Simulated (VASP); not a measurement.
BeS: relaxation of cell and atoms with PBE

The system is BeS.

```
CELL_PARAMETERS angstrom
0.00000 2.42500 2.42500
2.42500 0.00000 2.42500
2.42500 2.42500 0.00000
ATOMIC_POSITIONS crystal
Be 0.00000 0.00000 0.00000
S 0.75000 0.75000 0.75000
```

```
Program                : VASP 6.6.1
Task                   : relaxation of cell and atoms
Functional             : PBE
Potentials or basis    : VASP PAW PBE potentials, release 64 (Be, S)
Cutoff                 : 520 eV
k mesh                 : 9 × 9 × 9
Occupations            : gaussian, width 0.1 eV
Spin                   : no spin polarisation
Further INCAR settings : ALGO = Normal; EDIFF = 1e-06; IBRION = 2; EDIFFG = -0.01; NSW = 90; ISIF = 3
```

The relaxed volume is 14.49 Å³/atom, the relaxed cell is a = 3.448 Å, b = 3.448 Å, c = 3.448 Å, α = 60.00°, β = 60.00°, γ = 60.00° and the space group after relaxing (to 0.05 Å) is F-43m (No. 216). The energy gained by relaxing is 1.1 meV/atom. The ionic steps are 3. The pressure after relaxing is 0.0 GPa. The band gap on the k mesh is 3.24 eV, indirect (least direct gap 5.68 eV).

Step by step:
```
step  energy change (eV)  largest force (eV/Å)  pressure (GPa)  volume (Å³)
   1              0.0000                0.0000            1.56        28.52
   2             -0.0021                0.0000           -0.36        29.10
   3             -0.0022                0.0000           -0.01        28.98
```

Final structure:
```cif
data_structure
_symmetry_space_group_name_H-M 'P 1'
_symmetry_Int_Tables_number 1
_cell_length_a 3.4479
_cell_length_b 3.4479
_cell_length_c 3.4479
_cell_angle_alpha 60.000
_cell_angle_beta 60.000
_cell_angle_gamma 60.000
_cell_volume 28.98
loop_
_atom_site_label
_atom_site_type_symbol
_atom_site_fract_x
_atom_site_fract_y
_atom_site_fract_z
_atom_site_occupancy
Be1 Be 0.00000 0.00000 0.00000 1
S1 S 0.75000 0.75000 0.75000 1
```

Levels at points of the mesh, in eV from the valence-band top:
```tsv
k point	band 2	band 3	band 4	band 5	band 6	band 7
(0.00, 0.00, 0.00)	0.00	0.00	0.00	5.68	5.68	5.68
```

Wall time 11 s on 1 thread of Intel(R) Xeon(R) Platinum 8488C (Sapphire Rapids), on a shared host, peak memory 0.15 GiB.

Caveat: an odd mesh through Γ misses points on the zone boundary, where band edges often lie. Zero-point motion and thermal expansion aren't in these numbers.
